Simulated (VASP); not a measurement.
VASP ran on this input.

### INCAR
```
ISIF  =  2
LASPH  =  .TRUE.
EDIFF  =  1E-6
SIGMA  =  0.3   ! width (eV)
SYSTEM  =  InCuS2
LWAVE  =  .FALSE.
LCHARG  =  .FALSE.
LREAL  =  .FALSE.   ! projection in real space or not
ENCUT  =  300
LMAXMIX  =  4
PREC  =  Accurate
NELM  =  100   ! most electronic steps
ISMEAR  =  1
ALGO  =  Normal
GGA  =  PS   ! PBEsol
```

File POSCAR:
```
InCuS2
1
   -2.7864220000     2.7864220000     5.6159340000
    2.7864220000    -2.7864220000     5.6159340000
    2.7864220000     2.7864220000    -5.6159340000
In Cu S
2 2 4
Direct
  0.5000000000   0.5000000000   0.0000000000
  0.2500000000   0.7500000000   0.5000000000
  0.7500000000   0.2500000000   0.5000000000
  0.0000000000   0.0000000000   0.0000000000
  0.8750000000   0.9038000000   0.5288000000
  0.0962000000   0.6250000000   0.9712000000
  0.3750000000   0.3462000000   0.4712000000
  0.6538000000   0.1250000000   0.0288000000
```

**KPOINTS**
```
Automatic mesh
0
Gamma
6 6 6
0 0 0
```

POTCAR, in this order: In_d Cu S (PBE.64 set). Program: vasp_std.

Task: Write an equivalent input for Quantum ESPRESSO's pw.x.

Result: One equivalent input (not run):
```
&CONTROL
  calculation = 'scf'
  pseudo_dir = './pseudo'
  outdir = './out'
  tprnfor = .true.
  tstress = .true.
/
&SYSTEM
  ibrav = 0
  nat = 8
  ntyp = 3
  ecutwfc = 92
  occupations = 'smearing'
  smearing = 'methfessel-paxton'
  degauss = 0.02205
  input_dft = 'pbesol'
/
&ELECTRONS
  conv_thr = 7.3e-08
  electron_maxstep = 100
/
ATOMIC_SPECIES
  In 114.818 In.upf
  Cu 63.546 Cu.upf
  S 32.060 S.upf
CELL_PARAMETERS angstrom
    -2.7864220    2.7864220    5.6159340
     2.7864220   -2.7864220    5.6159340
     2.7864220    2.7864220   -5.6159340
ATOMIC_POSITIONS crystal
  In   0.5000000  0.5000000  0.0000000
  In   0.2500000  0.7500000  0.5000000
  Cu   0.7500000  0.2500000  0.5000000
  Cu   0.0000000  0.0000000  0.0000000
  S    0.8750000  0.9038000  0.5288000
  S    0.0962000  0.6250000  0.9712000
  S    0.3750000  0.3462000  0.4712000
  S    0.6538000  0.1250000  0.0288000
K_POINTS automatic
  6 6 6 0 0 0
```
Limits of the translation: the potentials are each code's own (VASP's PAW set, PseudoDojo norm-conserving files in pw.x), so ENCUT and ecutwfc are chosen apart and not converted; conv_thr bounds pw.x's estimated SCF error, while EDIFF bounds the energy change between steps.

The structure comes from a computed database's InCuS2 entry; how it stands against other phases isn't given here. The cell was not relaxed at this level. The run is one of a series of settings (SIGMA = 0.3 against the base run), some of them coarse on purpose.
